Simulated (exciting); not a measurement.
# ZnSe (Stilleite) (F-43m) in exciting: reference runs, part 2 of 2

exciting (release sodium).

### 4 Equation of state, PBE, 21.85 Å³/atom (volume scaled by 0.96)

Contents of input.xml:

```xml
<input>
  <title>ZnSe</title>
  <structure speciespath="./" tshift="false">
    <crystal scale="1">
      <basevect>0.000000000000 5.282730724042 5.282730724042</basevect>
      <basevect>5.282730724042 0.000000000000 5.282730724042</basevect>
      <basevect>5.282730724042 5.282730724042 0.000000000000</basevect>
    </crystal>
    <species speciesfile="Se.xml" rmt="2">
      <atom coord="0.750000000000 0.750000000000 0.750000000000"/>
    </species>
    <species speciesfile="Zn.xml" rmt="2">
      <atom coord="0.000000000000 0.000000000000 0.000000000000"/>
    </species>
  </structure>
  <groundstate do="fromscratch" ngridk="8 8 8" rgkmax="9" gmaxvr="14" lmaxapw="10" lmaxmat="10" lmaxvr="8" xctype="GGA_PBE" stype="Fermi Dirac" swidth="0.00183747" nempty="10" ValenceRelativity="iora*" epsengy="1e-05" epspot="1e-05" maxscl="60" outputlevel="normal"/>
</input>
```

Potentials or basis: all-electron LAPW+lo, shipped species files, valence relativity iora*.

Run with:

```
> OMP_NUM_THREADS=1 exciting_smp
```

INFO.OUT:

```text
================================================================================
EXCITING SODIUM started
[... 10 lines left out ...]

 Lattice vectors (cartesian) :
      0.0000000000      5.2827307240      5.2827307240
      5.2827307240      0.0000000000      5.2827307240
      5.2827307240      5.2827307240      0.0000000000

 Reciprocal lattice vectors (cartesian) :
     -0.5946910448      0.5946910448      0.5946910448
      0.5946910448     -0.5946910448      0.5946910448
      0.5946910448      0.5946910448     -0.5946910448

 Unit cell volume                           :     294.8529095766
 Brillouin zone volume                      :       0.8412676470

 Species :    1 (Se)
     parameters loaded from                 :    Se.xml
     name                                   :    selenium
     nuclear charge                         :     -34.00000000
     electronic charge                      :      34.00000000
     atomic mass                            :  143935.27480000
     muffin-tin radius                      :       2.00000000
     # of radial points in muffin-tin       :     350

     atomic positions (lattice) :
       1 :   0.75000000  0.75000000  0.75000000

 Species :    2 (Zn)
     parameters loaded from                 :    Zn.xml
     name                                   :    zinc
     nuclear charge                         :     -30.00000000
     electronic charge                      :      30.00000000
     atomic mass                            :  119198.67800000
     muffin-tin radius                      :       2.00000000
     # of radial points in muffin-tin       :     350

     atomic positions (lattice) :
       1 :   0.00000000  0.00000000  0.00000000

 Total number of atoms per unit cell        :       2

 Spin treatment                             :    spin-unpolarised

 Number of Bravais lattice symmetries       :      48
 Number of crystal symmetries               :      24

 k-point grid                               :       8    8    8
 Total number of k-points                   :      43
 k-point set is reduced with crystal symmetries

 R^MT_min * |G+k|_max (rgkmax)              :       9.00000000
 Species with R^MT_min                      :       1 (Se)
 Maximum |G+k| for APW functions            :       4.50000000
 Maximum |G| for potential and density      :      14.00000000

 G-vector grid sizes                        :      36    36    36
 Total number of G-vectors                  :   13635

 Maximum angular momentum used for
     APW functions                          :      10
     computing H and O matrix elements      :      10
     potential and density                  :       8
     inner part of muffin-tin               :       2

 Total nuclear charge                       :     -64.00000000
 Total electronic charge                    :      64.00000000
 Total core charge                          :      30.00000000
 Total valence charge                       :      34.00000000

 Number of empty states                     :      10
 Total number of valence states             :      28

 Maximum Hamiltonian size                   :     495
 Maximum number of plane-waves              :     469
 Total number of local-orbitals             :      26

 Exchange-correlation type                  :      20
[... 23 lines left out ...]
+ SCF iteration number :    1                                                  +
++++++++++++++++++++++++++++++++++++++++++++++++++++++++++++++++++++++++++++++++
 Total energy                               :     -4225.76178204
 _______________________________________________________________
 Fermi energy                               :         0.17848152
 Kinetic energy                             :      4317.77867812
 Coulomb energy                             :     -8383.83976980
 Exchange energy                            :      -156.58231573
 Correlation energy                         :        -3.11837463
[... 426 lines left out ...]
 Estimated fundamental gap                  :         0.05342845
        valence-band maximum at    1      0.0000  0.0000  0.0000
     conduction-band minimum at    1      0.0000  0.0000  0.0000

 RMS change in effective potential (target) :  0.745755E-09  ( 0.100000E-04)
 Absolute change in total energy   (target) :  0.321200E-05  ( 0.100000E-04)
 Charge distance                   (target) :  0.235777E-08  ( 0.100000E-04)

++++++++++++++++++++++++++++++++++++++++++++++++++++++++++++++++++++++++++++++++
| Convergency criteria checked for the last 2 iterations                       +
| Convergence targets achieved. Performing final SCF iteration                 +
++++++++++++++++++++++++++++++++++++++++++++++++++++++++++++++++++++++++++++++++
 Total energy                               :     -4226.40222184
 _______________________________________________________________
 Fermi energy                               :         0.18380856
 Kinetic energy                             :      4317.41645955
 Coulomb energy                             :     -8384.06105933
 Exchange energy                            :      -156.63712826
 Correlation energy                         :        -3.12049379

 DOS at Fermi energy (states/Ha/cell)       :         0.00000491

 Electron charges :
     core                                   :        30.00000000
     core leakage                           :         0.00165128
     valence                                :        34.00000000
     interstitial                           :         4.57115999
     charge in muffin-tin spheres :
                  atom     1    Se          :        31.29166344
                  atom     2    Zn          :        28.13717657
     total charge in muffin-tins            :        59.42884001
     total charge                           :        64.00000000

 Estimated fundamental gap                  :         0.05342845
        valence-band maximum at    1      0.0000  0.0000  0.0000
     conduction-band minimum at    1      0.0000  0.0000  0.0000

++++++++++++++++++++++++++++++++++++++++++++++++++++++++++++++++++++++++++++++++
[... 9 lines left out ...]
| EXCITING SODIUM stopped                                                      =
================================================================================
```

Wall time 2.7 min (1 thread of Arm Neoverse V2, shared host); peak memory 0.13 GiB.

What came out:

```
Free energy                                       : -115006.2633 eV
Band gap on the k mesh                            : 1.45 eV, direct
All electrons inside the program's atomic spheres : Se 31.29; Zn 28.14 (radii Se 2.0, Zn 2.0 bohr)
```

### 5 Equation of state, PBE, 22.30 Å³/atom (volume scaled by 0.98)

Changes to input.xml since step 4:

```diff
@@ -4,5 +4,5 @@
     <crystal scale="1">
-      <basevect>0.000000000000 5.282730724042 5.282730724042</basevect>
-      <basevect>5.282730724042 0.000000000000 5.282730724042</basevect>
-      <basevect>5.282730724042 5.282730724042 0.000000000000</basevect>
+      <basevect>0.000000000000 5.319164501050 5.319164501050</basevect>
+      <basevect>5.319164501050 0.000000000000 5.319164501050</basevect>
+      <basevect>5.319164501050 5.319164501050 0.000000000000</basevect>
     </crystal>
```

Run with:

```
> OMP_NUM_THREADS=1 exciting_smp
```

It took 2.7 min on 1 thread of Arm Neoverse V2, shared host; peak memory 0.14 GiB.

It converged, with:

| Quantity | Value |
| --- | --- |
| Free energy | -115006.2878 eV |
| Band gap on the k mesh | 1.37 eV, direct |
| All electrons inside the program's atomic spheres | Se 31.28; Zn 28.13 (radii Se 2.0, Zn 2.0 bohr) |

### 6 Equation of state, PBE, 22.76 Å³/atom

Changes to input.xml since step 5:

```diff
@@ -4,5 +4,5 @@
     <crystal scale="1">
-      <basevect>0.000000000000 5.319164501050 5.319164501050</basevect>
-      <basevect>5.319164501050 0.000000000000 5.319164501050</basevect>
-      <basevect>5.319164501050 5.319164501050 0.000000000000</basevect>
+      <basevect>0.000000000000 5.355105891965 5.355105891965</basevect>
+      <basevect>5.355105891965 0.000000000000 5.355105891965</basevect>
+      <basevect>5.355105891965 5.355105891965 0.000000000000</basevect>
     </crystal>
```

Potentials or basis: all-electron LAPW+lo, shipped species files, valence relativity iora*.

Run with:

```
> OMP_NUM_THREADS=1 exciting_smp
```

Wall time 3.6 min (1 thread of Arm Neoverse V2, shared host); peak memory 0.14 GiB.

Results (log left out):

```yaml
Free_energy: -115006.3042 eV
Band_gap_on_the_k_mesh: 1.29 eV, direct
All_electrons_inside_the_program's_atomic_spheres: Se 31.27; Zn 28.12 (radii Se 2.0, Zn 2.0 bohr)
```

### 7 Equation of state, PBE, 23.21 Å³/atom (volume scaled by 1.02)

Changes to input.xml since step 6:

```diff
@@ -4,5 +4,5 @@
     <crystal scale="1">
-      <basevect>0.000000000000 5.355105891965 5.355105891965</basevect>
-      <basevect>5.355105891965 0.000000000000 5.355105891965</basevect>
-      <basevect>5.355105891965 5.355105891965 0.000000000000</basevect>
+      <basevect>0.000000000000 5.390571203042 5.390571203042</basevect>
+      <basevect>5.390571203042 0.000000000000 5.390571203042</basevect>
+      <basevect>5.390571203042 5.390571203042 0.000000000000</basevect>
     </crystal>
```

Run with:

```
> OMP_NUM_THREADS=1 exciting_smp
```

Run time: 3 min. Hardware: 1 thread of Arm Neoverse V2, shared host; peak memory 0.14 GiB.

The run converged. Its results:

```yaml
Free_energy: -115006.3130 eV
Band_gap_on_the_k_mesh: 1.21 eV, direct
All_electrons_inside_the_program's_atomic_spheres: Se 31.26; Zn 28.11 (radii Se 2.0, Zn 2.0 bohr)
```

### 8 Equation of state, PBE, 23.67 Å³/atom (volume scaled by 1.04)

Changes to input.xml since step 7:

```diff
@@ -4,5 +4,5 @@
     <crystal scale="1">
-      <basevect>0.000000000000 5.390571203042 5.390571203042</basevect>
-      <basevect>5.390571203042 0.000000000000 5.390571203042</basevect>
-      <basevect>5.390571203042 5.390571203042 0.000000000000</basevect>
+      <basevect>0.000000000000 5.425575892810 5.425575892810</basevect>
+      <basevect>5.425575892810 0.000000000000 5.425575892810</basevect>
+      <basevect>5.425575892810 5.425575892810 0.000000000000</basevect>
     </crystal>
```

Run with:

```
> OMP_NUM_THREADS=1 exciting_smp
```

Run time: 3.3 min. Hardware: 1 thread of Arm Neoverse V2, shared host; peak memory 0.14 GiB.

Results (log left out):

- Free energy: -115006.3148 eV
- Band gap on the k mesh: 1.13 eV, direct
- All electrons inside the program's atomic spheres: Se 31.25; Zn 28.10 (radii Se 2.0, Zn 2.0 bohr)

### 9 Equation of state, PBE, 24.12 Å³/atom (volume scaled by 1.06)

Changes to input.xml since step 8:

```diff
@@ -4,5 +4,5 @@
     <crystal scale="1">
-      <basevect>0.000000000000 5.425575892810 5.425575892810</basevect>
-      <basevect>5.425575892810 0.000000000000 5.425575892810</basevect>
-      <basevect>5.425575892810 5.425575892810 0.000000000000</basevect>
+      <basevect>0.000000000000 5.460134632913 5.460134632913</basevect>
+      <basevect>5.460134632913 0.000000000000 5.460134632913</basevect>
+      <basevect>5.460134632913 5.460134632913 0.000000000000</basevect>
     </crystal>
```

Potentials or basis: all-electron LAPW+lo, shipped species files, valence relativity iora*.

Run with:

```
> OMP_NUM_THREADS=1 exciting_smp
```

It took 3.4 min on 1 thread of Arm Neoverse V2, shared host; peak memory 0.14 GiB.

It converged, with:

| Property | Result |
| --- | --- |
| Free energy | -115006.3111 eV |
| Band gap on the k mesh | 1.06 eV, direct |
| All electrons inside the program's atomic spheres | Se 31.25; Zn 28.09 (radii Se 2.0, Zn 2.0 bohr) |

### 10 Equation of state, PBE

No new run: the results of the series are fitted here.

What came out:

| Quantity | Value |
| --- | --- |
| Equilibrium volume | 23.59 Å³/atom |
| Bulk modulus | 56 GPa |
| Pressure derivative of the bulk modulus | 4.7 (rough: it moves with the points fitted) |

Energy against volume, from the lowest point:
| volume (Å³/atom) | energy (meV/atom) |
| --- | --- |
| 21.391 | 42.79 |
| 21.846 | 25.77 |
| 22.301 | 13.49 |
| 22.757 | 5.33 |
| 23.212 | 0.89 |
| 23.667 | 0.00 |
| 24.122 | 1.89 |

PBE usually gives volumes a little too large and moduli too small. Zero-point motion and thermal expansion aren't in these numbers.

### 11 How close it comes

Step 2. Measured gap of ZnSe: 2.695 eV (an exciton energy, a little under the gap; 300 K; “Alloy Disordering Effects on the Thermal Conductivity and Energy Gap Temperature Dependence of Cd1−xZnxSe Ternary Crystals Grown by the Bridgman Method”, 2023, pmc:10253836). This calculation gives 1.29 eV (-1.41 eV). So large a miss can be the level of theory's own, or it may mean another phase, state or a wrong row. Spin-orbit coupling on Se is left out. The value is that of PBE, without temperature or zero-point motion. Semilocal functionals fall short of measured gaps as a rule.
